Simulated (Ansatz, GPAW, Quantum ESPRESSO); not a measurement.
## Fitting the PBE energy curve of CsSnI3

```yaml
crystal:
  lattice:
    - [6.20570, 0.00000, 0.00000]
    - [0.00000, 6.20570, 0.00000]
    - [0.00000, 0.00000, 6.20570]
  atoms:
    - { symbol: Cs, position: [0.00000, 0.00000, 0.00000] }
    - { symbol: I, position: [0.50000, 0.50000, 0.00000] }
    - { symbol: I, position: [0.50000, 0.00000, 0.50000] }
    - { symbol: I, position: [0.00000, 0.50000, 0.50000] }
    - { symbol: Sn, position: [0.50000, 0.50000, 0.50000] }
```

The cell was measured well above room temperature.

The cell was scaled at fixed shape and fractions and run with Quantum ESPRESSO, SSSP 1.3 efficiency PBE, cutoff 816 eV; PBE, k mesh 5 × 5 × 5 on the cell of 5 atoms, fermi-dirac occupations of 0.05 eV, no spin polarisation, no spin-orbit coupling. Energies are those that the program minimises, any entropy of the smearing included.

```tsv
V (Å³/atom)	energy over the lowest row (meV/atom)
44.9294	21.230
45.8853	12.275
46.8412	?
47.7972	1.931
48.7531	0.024
49.7091	0.000
50.6650	1.662
```

Fit the third-order Birch-Murnaghan form, give V0, B0 and B′, and predict the energy left open.

With y = (V0/V)^(2/3), E = E0 + (9 V0 B0/16) [(y - 1)³ B′ + (y - 1)² (6 - 4y)]. Least squares through the rows shown give V0 = 49.2401 Å³/atom, E0 = -0.210 meV, B0 = 15.35 GPa (1 eV/Å³ = 160.218 GPa) and B′ = 4.60, with a largest miss of 0.010 meV. At V = 46.8412 the form with these constants gives 5.936 meV; the run gave 5.934 meV an atom. Other set-ups at this level, from all their volumes (Å³/atom, GPa): GPAW, GPAW PAW data sets (gpaw-data 1.2.1): V0 49.337, B0 15.34; Ansatz, all-electron LAPW, scalar-relativistic: V0 49.345, B0 15.33.
